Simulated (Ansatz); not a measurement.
MgO (Fm-3m), a vibration from a frozen displacement

All numbers below come from Ansatz 0.2.0, DFT r2SCAN, scalar-relativistic, plane waves, PAW. Cutoff 500 eV, Γ-centred 10×10×10 k-points, Gaussian smearing of 0.05 eV. No spin polarisation. Energies are free energies at this smearing, counted from the undisturbed cell; pressure is positive in compression.

Zero of the scan (as given, not relaxed at this level; it stands at -7.1 GPa):

```yaml
crystal:
  lattice:
    - [0.00000, 2.13515, 2.13515]
    - [2.13515, 0.00000, 2.13515]
    - [2.13515, 2.13515, 0.00000]
  atoms:
    - { symbol: Mg, position: [0.00000, 0.00000, 0.00000] }
    - { symbol: O, position: [0.50000, 0.50000, 0.50000] }
```

Every O atom is moved by x along the Cartesian unit vector (0.000, 0.000, -1.000); the cell and all other atoms stay fixed. The cell's volume is 19.47 Å³; the moved atoms weigh 15.999 u together and the others 24.305 u. Some rows repeat others by symmetry and weren't run.

```csv
x (Å),ΔE (meV/cell),total force on the moved atoms along the move (eV/Å),pressure (GPa)
-0.1000,23.20,0.4813,-6.2093
-0.0875,17.61,0.4140,-6.4130
-0.0750,12.84,0.3496,-6.5884
-0.0625,8.86,0.2877,-6.7360
-0.0500,5.64,0.2277,-6.8562
-0.0375,3.16,0.1694,-6.9494
-0.0250,1.40,0.1123,-7.0158
-0.0125,0.35,0.0560,-7.0555
0.0000,0.00,0.0000,-7.0687
0.0125,0.35,-0.0560,-7.0555
0.0250,1.40,-0.1123,-7.0158
0.0375,3.16,-0.1694,-6.9494
0.0500,5.64,-0.2277,-6.8562
0.0625,8.86,-0.2877,-6.7360
0.0750,12.84,-0.3496,-6.5884
0.0875,17.61,-0.4140,-6.4130
0.1000,23.20,-0.4813,-6.2093
```

Task: What frequency belongs to this motion?

Result: The force constant is k = −dF/dx = 4.480 eV/Å², from the parabola through x = -0.0125, 0 and 0.0125. In every cell the moved atoms swing against the rest, so the mass is μ = m₁m₂/(m₁ + m₂) = 9.648 u, and ν̃ = 521.5 cm⁻¹ × √(|k|/μ) = 355 cm⁻¹, at this cell's pressure of -7.1 GPa. To first order in x, and within 1 %, the force on every atom lies along the move and, within each of the two groups, in proportion to the atom's mass, so this is itself a mode at the zone centre of this cell, taken without macroscopic field (the transverse frequency in a polar insulator).

Task: How far does the harmonic law reach?

Result: At x = -0.100 Å, kx²/2 = 22.40 meV against the computed 23.20 meV (+3.6 %): the well is still close to harmonic there.